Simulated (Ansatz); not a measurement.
Consider the hydrogen abstraction from the Al–H bond: `[CH3][AlH][SH]` + `F[C](F)F`• → `[CH3][Al][SH]`• + `FC(F)F`.

Program: Ansatz. Geometries: PBE0-D4/def2-TZVP. ΔE: electronic, gas phase. CCSD(T)/CBS is the MP2 limit (def2-TZVPP, def2-QZVPP) plus CCSD(T) − MP2 in def2-TZVPP, frozen cores. This one scheme is used for every species. DFT in def2-TZVPP. Open shells (•) are unrestricted, without spin–orbit coupling. Each species was taken in one conformer, which may not be the lowest.

`[CH3][AlH][SH]`:

```xyz
8

C     0.175   -1.283    0.439
Al   -0.013    0.629    0.146
S    -0.470    1.326   -1.878
H     1.173   -1.521    0.823
H     0.018   -1.864   -0.473
H    -0.540   -1.634    1.190
H     0.142    1.727    1.278
H    -0.485    2.622   -1.524
```

`F[C](F)F`•:

```xyz
4

F    -0.795    0.945   -0.232
C    -0.203   -0.170    0.131
F     0.746    0.056    1.009
F     0.252   -0.831   -0.908
```

`[CH3][Al][SH]`•:

Z-matrix (Å, degrees):
```
C
Al 1 1.964
H 1 1.094 2 109.9
H 1 1.091 2 112.9 3 121.6
H 1 1.095 2 109.2 3 -118.1
S 2 2.206 1 115.0 3 42.6
H 6 1.343 2 94.7 1 179.0
```

`FC(F)F`:

Cartesian coordinates in Å:
```
F -0.222 0.753 1.051
C -0.043 -0.041 -0.003
F -0.050 0.708 -1.103
F 1.149 -0.625 0.105
H -0.833 -0.795 -0.050
```

**Question.** Is it downhill or uphill in electronic energy at CCSD(T)/CBS, and by how much? (An estimate is asked.)

**Answer.** Computed: Downhill: ΔE = -108.4 kJ/mol.

**Question.** What do these levels give: PBE-D4, r2SCANh-D4, PBE, BHLYP, HF/def2-SVP, HF/def2-QZVPP? (An estimate is asked.)

**Answer.** The calculation gave: PBE-D4 -108.1, r2SCANh-D4 -98.9, PBE -107.2, BHLYP -98.1, HF/def2-SVP -87.5, HF/def2-QZVPP -86.1 kJ/mol.

Largest T1 diagnostic among the species: 0.014.

In def2-TZVPP, CCSD(T) changes the Hartree–Fock value by −21.1 kJ/mol (the triples alone add −2.1 kJ/mol) and MP2 by −28.5 kJ/mol. At CCSD(T), def2-SVP lies +6.1 kJ/mol from the extrapolated value and def2-TZVPP +0.5 kJ/mol.
